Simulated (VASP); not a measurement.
Os, 1 atom in the cell. It takes space group Fm-3m (No. 225, cubic). Conventional cell: a = 3.826 Å, b = 3.826 Å, c = 3.826 Å, α = 90.00°, β = 90.00°, γ = 90.00°. Around Os (site symmetry m-3m) lie 12 Os at 2.71 Å. This isn't the form of Os at room conditions, which is hcp.

| Quantity | Value |
| --- | --- |
| Program | VASP 6.6.1 |
| Task | relaxation of cell and atoms |
| Functional | r2SCAN |
| Potentials or basis | VASP PAW PBE potentials, release 64 (Os) |
| Cutoff | 600 eV |
| k mesh | 18 × 18 × 18 |
| Occupations | gaussian, width 0.1 eV |
| Spin | no spin polarisation |
| Further INCAR settings | ALGO = Normal; EDIFF = 1e-07; IBRION = 2; EDIFFG = -0.005; NSW = 90; ISIF = 3 |

Potentials or basis: VASP PAW PBE potentials, release 64 (Os).

Command:

```console
$ cat potpaw_PBE.64/Os/POTCAR > POTCAR
$ mpirun -np 1 vasp_std > vasp.out
```

Hardware: 1 thread of Intel(R) Xeon(R) Platinum 8559C (Emerald Rapids), on a shared host.

Task: How long does it take, and how much memory?

Result: Run time: 2.6 min on 1 thread of Intel(R) Xeon(R) Platinum 8559C (Emerald Rapids), with other jobs on the host, peak memory 0.18 GiB. Counts: scf iterations 41, k points 195, ion steps 3.
